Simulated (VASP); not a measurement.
From VASP inputs to Ansatz: RbCl (strained rocksalt)

INCAR

```
IBRION = -1
PREC = Accurate
LASPH = .TRUE.
ISMEAR = -1
LREAL = .FALSE.
SIGMA = 0.02
NSW = 0
EDIFF = 1E-7
GGA = PE
ENCUT = 520
NELM = 120
LCHARG = .FALSE.
NBANDS = 15
ISIF = 2
LWAVE = .FALSE.
```

KPOINTS

```
KPOINTS created by Atomic Simulation Environment
0
Gamma
6 6 6
0 0 0
```

KPOINTS_OPT

```
special points
6
Reciprocal
0.0000000000 0.0000000000 0.0000000000 1
0.5000000000 0.0000000000 0.5000000000 1
0.6250000000 0.2500000000 0.6250000000 1
0.3750000000 0.3750000000 0.7500000000 1
0.5000000000 0.5000000000 0.5000000000 1
0.5000000000 0.2500000000 0.7500000000 1
```

POSCAR

```
Rb Cl
 1.0000000000000000
     0.0000000000000000    3.1735803057999998    3.1735803057999998
     3.1735803057999998    0.0000000000000000    3.1735803057999998
     3.1735803057999998    3.1735803057999998    0.0000000000000000
 Rb  Cl
   1   1
Cartesian
  0.0000000000000000  0.0000000000000000  0.0000000000000000
  3.1735803057999998  3.1735803057999998  3.1735803057999998
```

VASP ran with the recommended PBE PAW datasets (16 valence electrons in the cell).

Q: Write an Ansatz input for this cell and level of theory.

A: 

```yaml
crystal:
  lattice:
    - [0.0, 3.1735803058, 3.1735803058]
    - [3.1735803058, 0.0, 3.1735803058]
    - [3.1735803058, 3.1735803058, 0.0]
  atoms:
    - { symbol: Rb, position: [0.0, 0.0, 0.0] }
    - { symbol: Cl, position: [0.5, 0.5, 0.5] }
kpoints:
  mp_grid: { grid: [6, 6, 6] }
  band_path:
    path:
      - [0.0, 0.0, 0.0]
      - [0.5, 0.0, 0.5]
      - [0.625, 0.25, 0.625]
      - [0.375, 0.375, 0.75]
      - [0.5, 0.5, 0.5]
      - [0.5, 0.25, 0.75]
    npoints: 1
hamiltonian:
  xc: pbe
scf:
  occupations: { method: fermi_dirac, width: 0.02 }
  n_extra_bands: 4
output:
  forces: true
  stress: true
  eigenvalues: true
```

Other inputs would serve too.

|  | VASP | Ansatz |
| --- | --- | --- |
| gap between bands v and c | 5.37 eV | 5.37 eV |
| least direct gap | 5.37 eV | 5.37 eV |
| pressure | 3.5 GPa | 3.4 GPa |

Datasets and cutoffs are each program's own. VASP's cell holds 16 valence electrons and Ansatz's 16. Ansatz's stress includes a Pulay correction; VASP's doesn't.
